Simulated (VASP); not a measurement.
# Ti2Pt3 (Pm-3m) in VASP: a series of runs, part 2 of 2

VASP 6.6.1.

## 4. Relaxation of cell and atoms, PBE (random cell by space group and Wyckoff sites (Pm-3m, No. 221))

Input file INCAR:

```
PREC     = Accurate       # precision mode
ENCUT    = 600            # plane-wave cutoff, eV
EDIFF    = 1E-6           # SCF threshold, eV
ISMEAR   = 0              # smearing method
SIGMA    = 0.1            # smearing width, eV
LREAL    = F              # projectors in reciprocal space
LASPH    = T              # aspherical terms in the spheres
NELM     = 80             # most SCF steps
ALGO     = Normal         # electronic algorithm
ISIF     = 3              # what is computed and relaxed
LWAVE    = F              # write WAVECAR
LCHARG   = F              # write CHGCAR
GGA      = PE             # functional
IBRION   = 2              # ionic algorithm
NSW      = 90             # ionic steps
EDIFFG   = -0.04          # ionic threshold
```

Input file KPOINTS:

```
Automatic mesh
0
Gamma
  4 4 4
```

Input file POSCAR:

```
Ti2Pt3
1.0
    4.5466544100      0.0000000000      0.0000000000
    0.0000000000      4.5466544100      0.0000000000
    0.0000000000      0.0000000000      4.5466544100
Ti Pt
2 3
Direct
    0.5000000000      0.5000000000      0.5000000000
    0.0000000000      0.0000000000      0.0000000000
    0.0000000000      0.5000000000      0.5000000000
    0.5000000000      0.0000000000      0.5000000000
    0.5000000000      0.5000000000      0.0000000000
```

Potentials or basis: VASP PAW PBE potentials, release 64 (Ti_sv, Pt).

Started as:

```console
cat potpaw_PBE.64/Ti_sv/POTCAR potpaw_PBE.64/Pt/POTCAR > POTCAR
mpirun -np 1 vasp_std > vasp.out
```

OUTCAR:

```text
PREC = Accurate
   ENCUT = 600
   EDIFF = 1E-6
   ISMEAR = 0
   LREAL = F
   LASPH = T
   NELM = 80
   ISIF = 3
   GGA = PE
   IBRION = 2
   NSW = 90
   EDIFFG = -0.04

 ion  position               nearest neighbor table
   1  0.500  0.500  0.500-   3 2.27   4 2.27   5 2.27   5 2.27   4 2.27   3 2.27
   2  0.000  0.000  0.000-
   3  0.000  0.500  0.500-   1 2.27   1 2.27   5 3.21   5 3.21   4 3.21   4 3.21   4 3.21   5 3.21
                             5 3.21   4 3.21
   4  0.500  0.000  0.500-   1 2.27   1 2.27   5 3.21   5 3.21   3 3.21   3 3.21   5 3.21   5 3.21
                             3 3.21   3 3.21
   5  0.500  0.500  0.000-   1 2.27   1 2.27   4 3.21   3 3.21   3 3.21   4 3.21   4 3.21   4 3.21
                             3 3.21   3 3.21

  LATTYP: Found a simple cubic cell.
 ALAT       =     4.5466544100

  Lattice vectors:

 A1 = (   4.5466544100,   0.0000000000,   0.0000000000)
 A2 = (   0.0000000000,   4.5466544100,   0.0000000000)
 A3 = (   0.0000000000,   0.0000000000,   4.5466544100)

Analysis of symmetry for initial positions (statically):
=====================================================================
 Subroutine PRICEL returns:
 Original cell was already a primitive cell.
[... 153 lines left out ...]

 number of electron      54.0000013 magnetization

 Free energy of the ion-electron system (eV)
  ---------------------------------------------------
  ext. energy  EPLUGINS =         0.00000000
  ---------------------------------------------------
  free energy    TOTEN  =       -31.74291030 eV

  energy without entropy =      -31.67404605  energy(sigma->0) =      -31.70847817

------------------------ aborting loop because EDIFF is reached ----------------------------------------

  FORCE on cell =-STRESS in cart. coord.  units (eV):
  Direction    XX          YY          ZZ          XY          YZ          ZX
  --------------------------------------------------------------------------------------
  -------------------------------------------------------------------------------------
  Total        5.8669130      5.8669130      5.8669130     -0.0000000     -0.0000000      0.0000000
  in kB      100.0102225    100.0102225    100.0102225     -0.0000000     -0.0000000      0.0000000
  external PRESSURE =     100.0102225 kB  Pullay stress =       0.0000000 kB
[... 65 lines left out ...]
--------------------------------------- Ionic step        3  -------------------------------------------

 number of electron      53.9999996 magnetization

 Free energy of the ion-electron system (eV)
  ---------------------------------------------------
  ext. energy  EPLUGINS =         0.00000000
  ---------------------------------------------------
  free energy    TOTEN  =       -31.94861249 eV

  energy without entropy =      -31.87622844  energy(sigma->0) =      -31.91242047

 E-fermi :   7.2857     XC(G=0): -11.1662

 val. band max:        7.2828955787   @ k =   0.5000   0.5000   0.2500
 cond. band min:       7.2871530287   @ k =   0.5000   0.5000   0.2500
 fundamental gap:      0.0042574500
 Fermi energy:         7.2857201359

 k-point     1 :       0.0000    0.0000    0.0000
  band No.  band energies     occupation
      1     -50.9977      2.00000
      2     -50.2428      2.00000
      3     -27.1982      2.00000
      4     -27.1982      2.00000
      5     -27.1982      2.00000
      6     -26.5455      2.00000
[... 371 lines left out ...]
  FREE ENERGIE OF THE ION-ELECTRON SYSTEM (eV)
  ---------------------------------------------------
  free  energy   TOTEN  =       -31.9486124885 eV

  energy  without entropy=      -31.8762284449  energy(sigma->0) =      -31.91242047

 reached required accuracy - stopping structural energy minimisation
```

Wall time 96 s (1 thread of Intel Xeon Platinum 8488C (Sapphire Rapids), shared host); peak memory 0.23 GiB.

Results:

| Quantity | Value |
| --- | --- |
| Free energy | -31.9486 eV |
| Relaxed volume | 20.24 Å³/atom |
| Relaxed cell | a = 4.660 Å, b = 4.660 Å, c = 4.660 Å, α = 90.00°, β = 90.00°, γ = 90.00° |
| Space group after relaxing (to 0.05 Å) | Pm-3m (No. 221) |
| Energy gained by relaxing | 41.1 meV/atom |
| Ionic steps | 3 |
| Pressure after relaxing | -0.1 GPa |

Step by step:
| step | energy change (eV) | largest force (eV/Å) | pressure (GPa) | volume (Å³) |
| --- | --- | --- | --- | --- |
| 1 | 0.0000 | 0.0000 | 10.00 | 93.99 |
| 2 | 0.0810 | 0.0000 | -8.55 | 110.87 |
| 3 | -0.2057 | 0.0000 | -0.14 | 101.21 |

Final structure:
```
Ti Pt
1.0
     4.66017    0.00000    0.00000
     0.00000    4.66017    0.00000
     0.00000    0.00000    4.66017
Ti Pt
2 3
Direct
  0.50000 0.50000 0.50000
  0.00000 0.00000 0.00000
  0.00000 0.50000 0.50000
  0.50000 0.00000 0.50000
  0.50000 0.50000 0.00000
```

Levels at points of the mesh, in eV from the Fermi level:
| k point | band 23 | band 24 | band 25 | band 26 | band 27 | band 28 | band 29 | band 30 | band 31 | band 32 |
| --- | --- | --- | --- | --- | --- | --- | --- | --- | --- | --- |
| (0.00, 0.00, 0.00) | -1.67 | -1.27 | -0.09 | -0.09 | 0.72 | 0.72 | 0.72 | 0.78 | 0.78 | 0.78 |
| (0.50, 0.00, 0.00) | -2.47 | -2.09 | -1.67 | -0.17 | -0.17 | 0.27 | 0.36 | 0.40 | 0.54 | 0.78 |
| (0.50, 0.50, 0.00) | -2.46 | -2.01 | -1.64 | -0.85 | -0.85 | 0.05 | 0.05 | 0.08 | 0.37 | 0.42 |
| (0.50, 0.50, 0.50) | -1.83 | -1.57 | -1.57 | -1.57 | -0.80 | -0.51 | -0.51 | -0.51 | -0.11 | -0.11 |

Caveat: the bands computed are all filled at some k points, so no gap is given. The run has no spin-orbit coupling, so splittings on Pt are missing.

## 5. Single point, PBE (random cell by space group and Wyckoff sites (Pm-3m, No. 221))

Input file INCAR:

```
ALGO     = Normal         # electronic algorithm
EDIFF    = 1E-7           # SCF threshold, eV
ENCUT    = 520            # plane-wave cutoff, eV
GGA      = PE             # functional
ISIF     = 2              # what is computed and relaxed
ISMEAR   = 0              # smearing method
LASPH    = T              # aspherical terms in the spheres
LCHARG   = F              # write CHGCAR
LREAL    = F              # projectors in reciprocal space
LWAVE    = F              # write WAVECAR
NBANDS   = 35             # bands
NELM     = 60             # most SCF steps
PREC     = Accurate       # precision mode
SIGMA    = 0.1            # smearing width, eV
```

Input file KPOINTS:

```
k-points
0
Gamma
  4 4 4
```

POSCAR is that of step 4.

Potentials or basis: VASP PAW PBE potentials, release 64 (Ti_sv, Pt).

Started as:

```console
cat potpaw_PBE.64/Ti_sv/POTCAR potpaw_PBE.64/Pt/POTCAR > POTCAR
mpirun -np 1 vasp_std > vasp.out
```

OUTCAR:

```text
EDIFF = 1E-7
   ENCUT = 520
   GGA = PE
   ISIF = 2
   ISMEAR = 0
   LASPH = T
   LREAL = F
   NELM = 60
   PREC = Accurate

 ion  position               nearest neighbor table
   1  0.500  0.500  0.500-   3 2.27   4 2.27   5 2.27   5 2.27   4 2.27   3 2.27
   2  0.000  0.000  0.000-
   3  0.000  0.500  0.500-   1 2.27   1 2.27   5 3.21   5 3.21   4 3.21   4 3.21   4 3.21   5 3.21
                             5 3.21   4 3.21
   4  0.500  0.000  0.500-   1 2.27   1 2.27   5 3.21   5 3.21   3 3.21   3 3.21   5 3.21   5 3.21
                             3 3.21   3 3.21
   5  0.500  0.500  0.000-   1 2.27   1 2.27   4 3.21   3 3.21   3 3.21   4 3.21   4 3.21   4 3.21
                             3 3.21   3 3.21

  LATTYP: Found a simple cubic cell.
 ALAT       =     4.5466544100

  Lattice vectors:

 A1 = (   4.5466544100,   0.0000000000,   0.0000000000)
 A2 = (   0.0000000000,   4.5466544100,   0.0000000000)
 A3 = (   0.0000000000,   0.0000000000,   4.5466544100)

Analysis of symmetry for initial positions (statically):
=====================================================================
 Subroutine PRICEL returns:
 Original cell was already a primitive cell.

 Routine SETGRP: Setting up the symmetry group for a
 simple cubic supercell.

 Subroutine GETGRP returns: Found 48 space group operations
 (whereof 48 operations were pure point group operations)
 out of a pool of 48 trial point group operations.

The static configuration has the point symmetry O_h .

Analysis of symmetry for dynamics (positions and initial velocities):
=====================================================================
 Subroutine PRICEL returns:
 Original cell was already a primitive cell.

 Routine SETGRP: Setting up the symmetry group for a
 simple cubic supercell.

 Subroutine GETGRP returns: Found 48 space group operations
 (whereof 48 operations were pure point group operations)
 out of a pool of 48 trial point group operations.

The dynamic configuration has the point symmetry O_h .

 Subroutine INISYM returns: Found 48 space group operations
 (whereof 48 operations are pure point group operations),
 and found     1 'primitive' translations

----------------------------------------------------------------------------------------

                                     Primitive cell

  volume of cell :      93.9887

  direct lattice vectors                    reciprocal lattice vectors
     4.546654410  0.000000000  0.000000000     0.219941942  0.000000000  0.000000000
     0.000000000  4.546654410  0.000000000     0.000000000  0.219941942  0.000000000
     0.000000000  0.000000000  4.546654410     0.000000000  0.000000000  0.219941942

  length of vectors
     4.546654410  4.546654410  4.546654410     0.219941942  0.219941942  0.219941942

  position of ions in fractional coordinates (direct lattice)
     0.500000000  0.500000000  0.500000000
     0.000000000  0.000000000  0.000000000
     0.000000000  0.500000000  0.500000000
     0.500000000  0.000000000  0.500000000
     0.500000000  0.500000000  0.000000000

  ion indices of the primitive-cell ions
   primitive index   ion index
                 1           1
                 2           2
[... 32 lines left out ...]
  0.000000  0.000000  0.000000      1.000000
  0.250000  0.000000  0.000000      6.000000
  0.500000  0.000000  0.000000      3.000000
  0.250000  0.250000  0.000000     12.000000
  0.500000  0.250000  0.000000     12.000000
  0.500000  0.500000  0.000000      3.000000
  0.250000  0.250000  0.250000      8.000000
  0.500000  0.250000  0.250000     12.000000
  0.500000  0.500000  0.250000      6.000000
  0.500000  0.500000  0.500000      1.000000
   k-points           NKPTS =     10   k-points in BZ     NKDIM =     10   number of bands    NBANDS=     35
   number of dos      NEDOS =    301   number of ions     NIONS =      5
   total plane-waves  NPLWV =  46656
   dimension x,y,z NGX =    36 NGY =   36 NGZ =   36
   dimension x,y,z NGXF=    72 NGYF=   72 NGZF=   72
   ions per type =               2   3
   NGX,Y,Z   is equivalent  to a cutoff of  13.16, 13.16, 13.16 a.u.
   NGXF,Y,Z  is equivalent  to a cutoff of  26.33, 26.33, 26.33 a.u.
 SYSTEM =  unknown system
   PREC   = accura    normal or accurate (medium, high low for compatibility)
   ISTART =      0    job   : 0-new  1-cont  2-samecut
   ICHARG =      2    charge: 1-file 2-atom 10-const
   ISPIN  =      1    spin polarized calculation?
   LNONCOLLINEAR =      F non collinear calculations
   LSORBIT =      F    spin-orbit coupling
   LASPH  =      T    aspherical Exc in radial PAW
   ENCUT  =  520.0 eV  38.22 Ry    6.18 a.u.   8.45  8.45  8.45*2*pi/ulx,y,z
   NELM   =     60;   NELMIN=  2; NELMDL= -5     # of ELM steps
   EDIFF  = 0.1E-06   stopping-criterion for ELM
   LREAL  =      F    real-space projection
   EDIFFG = 0.1E-05   stopping-criterion for IOM
   NSW    =      0    number of steps for IOM
   IBRION =     -1    ionic relax: 0-MD 1-quasi-New 2-CG
   NFREE  =      0    steps in history (QN), initial steepest desc. (CG)
   ISIF   =      2    stress and relaxation
   ISYM   =      2    0-nonsym 1-usesym 2-fastsym
   POTIM  = 0.5000    time-step for ionic-motion
   TEBEG  =    0.0;   TEEND  =   0.0 temperature during run
   PSTRESS=    0.0 pullay stress
   NELECT =      54.0000    total number of electrons
   NUPDOWN=      -1.0000    fix difference up-down
   EMIN   =  10.00;   EMAX   =-10.00  energy-range for DOS
   EFERMI =   0.00;   METHOD = LEGACY
   ISMEAR =     0;   SIGMA  =   0.10  broadening in eV -4-tet -1-fermi 0-gaus
   EFERMI_NEDOS =   21; number of points for ismear=-14 and -15
   IALGO  =     38    algorithm
   IMIX   =      4    mixing-type and parameters
     AMIX     =   0.40;   BMIX     =  1.00
     AMIX_MAG =   1.60;   BMIX_MAG =  1.00
  volume/ion in A,a.u.               =      18.80       126.85
  Fermi-wavevector in a.u.,A,eV,Ry     =   1.360967  2.571854 25.201121  1.852230
  Thomas-Fermi vector in A             =   2.487583
   LORBIT       =      0    0 simple, 1 ext, 2 COOP (PROOUT), +10 PAW based schemes
   GGA     = PE    functional components
   LHFCALC =     F    Hartree Fock is set to
   AEXX    =    0.0000 exact exchange contribution
   IVDW    =     0    specifies the selected vdW correction
   LEPSILON=     F    determine dielectric tensor
   LRPA    =     F    only Hartree local field effects (RPA)
 non-spin polarized calculation
 Gauss-broadening in eV      SIGMA  =   0.10
  energy-cutoff  :      520.00
  volume of cell :       93.99
 maximum number of plane-waves:      2560
 NGX is ok and might be reduce to    36
   NGX = 17   NGY = 17   NGZ = 17

 number of electron      54.0000013 magnetization

 Free energy of the ion-electron system (eV)
  ---------------------------------------------------
  ext. energy  EPLUGINS =         0.00000000
  ---------------------------------------------------
  free energy    TOTEN  =       -31.74351019 eV

  energy without entropy =      -31.67464593  energy(sigma->0) =      -31.70907806

 E-fermi :   8.2471     XC(G=0): -11.5510

 val. band max:        8.2426748514   @ k =   0.5000   0.5000   0.2500
 cond. band min:       8.2738010214   @ k =   0.5000   0.2500   0.2500
 fundamental gap:      0.0311261700
 Fermi energy:         8.2470773747

 k-point     1 :       0.0000    0.0000    0.0000
  band No.  band energies     occupation
      1     -49.9638      2.00000
      2     -49.2574      2.00000
      3     -26.1678      2.00000
      4     -26.1678      2.00000
      5     -26.1678      2.00000
      6     -25.5797      2.00000
[... 369 lines left out ...]
     34       9.0422      0.00000
     35      10.2427      0.00000

------------------------ aborting loop because EDIFF is reached ----------------------------------------

  FORCE on cell =-STRESS in cart. coord.  units (eV):
  Direction    XX          YY          ZZ          XY          YZ          ZX
  --------------------------------------------------------------------------------------
  -------------------------------------------------------------------------------------
  Total        5.8423599      5.8423599      5.8423599      0.0000000     -0.0000000     -0.0000000
  in kB       99.5916788     99.5916788     99.5916788      0.0000000     -0.0000000     -0.0000000
  external PRESSURE =      99.5916788 kB  Pullay stress =       0.0000000 kB

 VOLUME and BASIS-vectors are now :
 -----------------------------------------------------------------------------
  energy-cutoff  :      520.00
  volume of cell :       93.99
      direct lattice vectors                 reciprocal lattice vectors
     4.546654410  0.000000000  0.000000000     0.219941942  0.000000000  0.000000000
     0.000000000  4.546654410  0.000000000     0.000000000  0.219941942  0.000000000
     0.000000000  0.000000000  4.546654410     0.000000000  0.000000000  0.219941942

 POSITION                                       TOTAL-FORCE (eV/Angst)
 -----------------------------------------------------------------------------------
      2.27333      2.27333      2.27333         0.000000      0.000000      0.000000
      0.00000      0.00000      0.00000         0.000000      0.000000      0.000000
      0.00000      2.27333      2.27333         0.000000      0.000000      0.000000
      2.27333      0.00000      2.27333         0.000000      0.000000      0.000000
      2.27333      2.27333      0.00000         0.000000      0.000000      0.000000
 -----------------------------------------------------------------------------------
    total drift:                                0.000000      0.000000      0.000000

  FREE ENERGIE OF THE ION-ELECTRON SYSTEM (eV)
  ---------------------------------------------------
  free  energy   TOTEN  =       -31.7435101903 eV

  energy  without entropy=      -31.6746459256  energy(sigma->0) =      -31.70907806
```

It took 34 s on 1 thread of Intel Xeon Platinum 8488C (Sapphire Rapids), shared host; peak memory 0.21 GiB.

Results:

* Free energy: -31.7435 eV
* Pressure: 10.0 GPa
* Band gap on the k mesh: none (metal or under the smearing width)

The run has no spin-orbit coupling, so splittings on Pt are missing.

## 6. Summary

| task | cell | k mesh | cutoff (eV) | pressure (GPa) | relaxed volume (Å³/atom) |
| --- | --- | --- | --- | --- | --- |
| relaxation of cell and atoms | relaxed from: random cell by space group and Wyckoff sites (Pm-3m, No. 221) | 8 × 8 × 8 | 600 | 0.0 | 20.13 |
| single point | random cell by space group and Wyckoff sites (Pm-3m, No. 221) | 4 × 4 × 4 | 520 | 10.0 | - |
| relaxation of cell and atoms | relaxed from: random cell by space group and Wyckoff sites (Pm-3m, No. 221) | 4 × 4 × 4 | 600 | -0.1 | 20.24 |

Alike in all rows: level PBE; potentials or basis VASP PAW PBE potentials, release 64 (Ti_sv, Pt); no spin polarisation; smearing gaussian 0.1 eV.

Caveats: the bands computed are all filled at some k points, so no gap is given (some runs).

Total energies depend on the potentials used, so only differences within one code and one set of settings carry meaning.
